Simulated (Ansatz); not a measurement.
# TiO2: do the settings matter for the field gradients?

Cell: a computed structure from the Materials Project (it need not be an observed phase), atoms as given.

```cif
data_structure
_symmetry_space_group_name_H-M 'P 1'
_symmetry_Int_Tables_number 1
_cell_length_a 4.5453
_cell_length_b 5.5196
_cell_length_c 4.9092
_cell_angle_alpha 90.000
_cell_angle_beta 90.000
_cell_angle_gamma 90.000
_cell_volume 123.16
loop_
_atom_site_label
_atom_site_type_symbol
_atom_site_fract_x
_atom_site_fract_y
_atom_site_fract_z
_atom_site_occupancy
Ti1 Ti 0.50000 0.67299 0.75000 1
Ti2 Ti 0.00000 0.82701 0.25000 1
Ti3 Ti 0.50000 0.32701 0.25000 1
Ti4 Ti 0.00000 0.17299 0.75000 1
O5 O 0.72855 0.61828 0.08135 1
O6 O 0.22855 0.88172 0.91865 1
O7 O 0.77145 0.88172 0.58135 1
O8 O 0.27145 0.61828 0.41865 1
O9 O 0.72855 0.38172 0.58135 1
O10 O 0.22855 0.11828 0.41865 1
O11 O 0.77145 0.11828 0.08135 1
O12 O 0.27145 0.38172 0.91865 1
```

Sites (sets of like atoms) are named by element and the number of their first atom in this list.

Reference run. Computed with Ansatz: DFT, PBE, plane waves and PAW (field gradients read without the response of the frozen cores, which leaves them typically 4 to 6 % off), scalar-relativistic, 420 eV cutoff, Γ-centred 4×4×4 k-points, Fermi–Dirac smearing 0.02 eV.

(1) The input is changed as follows: `hamiltonian.hubbard`: not typed → {sites: [{species: Ti, l: d, u_eff: 3.0}], double_counting: fll}. What happens to V_zz (10²¹ V/m²) and η?

Answers

(1) 

```csv
site,atom,V_zz reference,η reference,V_zz changed,η changed
Ti,1,2.78,0.27,2.85,0.29
O,5,-2.82,0.61,-3.56,0.55
```

The largest change of V_zz is on O, from -2.82 to -3.56. In per cent, |V_zz| changes by +3 on Ti, +26 on O (all sites that start above 0.5). SCF iterations: 6 and 9.
